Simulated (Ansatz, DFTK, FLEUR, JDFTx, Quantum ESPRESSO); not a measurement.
Equation of state of LiF under PBEsol

```cif
data_structure
_symmetry_space_group_name_H-M 'Fm-3m'
_symmetry_Int_Tables_number 225
_cell_length_a 4.0280
_cell_length_b 4.0280
_cell_length_c 4.0280
_cell_angle_alpha 90.000
_cell_angle_beta 90.000
_cell_angle_gamma 90.000
_cell_volume 65.35
loop_
_atom_site_label
_atom_site_type_symbol
_atom_site_symmetry_multiplicity
_atom_site_Wyckoff_symbol
_atom_site_fract_x
_atom_site_fract_y
_atom_site_fract_z
_atom_site_occupancy
F1 F 4 b 0.50000 0.00000 0.00000 1
Li1 Li 4 a 0.00000 0.00000 0.00000 1
```

The cell was scaled at fixed shape and fractions and run with Ansatz, all-electron LAPW, scalar-relativistic; PBEsol, k mesh 11 × 11 × 11 on the cell of 2 atoms, fermi-dirac occupations of 0.05 eV, no spin polarisation, no spin-orbit coupling. Energies are those that the program minimises, any entropy of the smearing included.

```tsv
V (Å³/atom)	energy over the lowest row (meV/atom)
7.6790	3.741
7.8424	1.019
8.0058	0.000
8.1692	0.507
8.3326	?
8.4959	5.508
8.6593	9.743
```

Fit the third-order Birch-Murnaghan form, give V0, B0 and B′, and predict the energy left open.

With y = (V0/V)^(2/3), E = E0 + (9 V0 B0/16) [(y - 1)³ B′ + (y - 1)² (6 - 4y)]. Least squares through the rows shown give V0 = 8.0306 Å³/atom, E0 = -0.018 meV, B0 = 72.42 GPa (1 eV/Å³ = 160.218 GPa) and B′ = 4.20, with a largest miss of 0.002 meV. At V = 8.3326 the form with these constants gives 2.390 meV; the run gave 2.390 meV an atom. Other set-ups at this level, from all their volumes (Å³/atom, GPa): DFTK, PseudoDojo SR PBEsol 0.4.1 standard (PBEsol): V0 8.009, B0 72.98; FLEUR, all-electron, FLAPW: V0 8.017, B0 75.07; JDFTx, PseudoDojo-SR-PBEsol-0.4.1-standard with smoothed tails: V0 8.009, B0 72.98; Quantum ESPRESSO, PseudoDojo 0.4.1 SR PBEsol standard: V0 8.007, B0 72.92. Measured volume: 8.158 Å³/atom at 298.15 K (a printed reference work), so the fit lies -1.6 % from it. The runs are for a static lattice.
